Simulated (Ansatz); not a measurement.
# CoSi: the cost of one run

Method: DFT, PBE, PAW with Ansatz's default frozen-core files, scalar-relativistic, in Ansatz 0.2.0.

### 1 The structure to begin with

The structure is cubic, space group Pm-3m (No. 221). Conventional cell: a = 2.781 Å, b = 2.781 Å, c = 2.781 Å, α = 90.00°, β = 90.00°, γ = 90.00°. Around Co (site symmetry m-3m) lie 8 Si at 2.41 Å. Around Si (site symmetry m-3m) lie 8 Co at 2.41 Å.

As a file:

```cif
data_structure
_symmetry_space_group_name_H-M 'Pm-3m'
_symmetry_Int_Tables_number 221
_cell_length_a 2.7813
_cell_length_b 2.7813
_cell_length_c 2.7813
_cell_angle_alpha 90.000
_cell_angle_beta 90.000
_cell_angle_gamma 90.000
_cell_volume 21.52
loop_
_atom_site_label
_atom_site_type_symbol
_atom_site_symmetry_multiplicity
_atom_site_Wyckoff_symbol
_atom_site_fract_x
_atom_site_fract_y
_atom_site_fract_z
_atom_site_occupancy
Co1 Co 1 a 0.00000 0.00000 0.00000 1
Si1 Si 1 b 0.50000 0.50000 0.50000 1
```

The file gives the conventional cell by its symmetry; the runs use the cell typed in the input.

Atoms are numbered in the order of the input: Co1, Si2.

### 2 Free moments from the typed start, PAW

The input, input.yaml:

```yaml
crystal:
  lattice:
    - [2.781334, 0.0, 0.0]
    - [0.0, 2.781334, 0.0]
    - [0.0, 0.0, 2.781334]
  atoms:
    - { symbol: Co, position: [0.0, 0.0, 0.0], spin: 2.0 }
    - { symbol: Si, position: [0.5, 0.5, 0.5] }
magnetization:
  spin_polarized: true
kpoints:
  mp_grid: { grid: [12, 12, 12] }
scf:
  occupations: { method: fermi_dirac, width: 0.03 }
  lower_state_search: "off"
hamiltonian:
  xc: pbe
  pseudopotentials: { kind: paw }
output:
  forces: true
  stress: true
  eigenvalues: true
```

On the command line:

```
> ansatz run input.yaml --threads 2 --pin off --max-ram 5120MiB --backend cpu --events-out ev --progress --plain --runs-dir out
```

**Question.** How long does this run take on 2 threads of Intel Xeon 6975P-C (Granite Rapids), shared host, and how much memory does it need?

About 1.6 s, with a peak of 0.34 GiB.
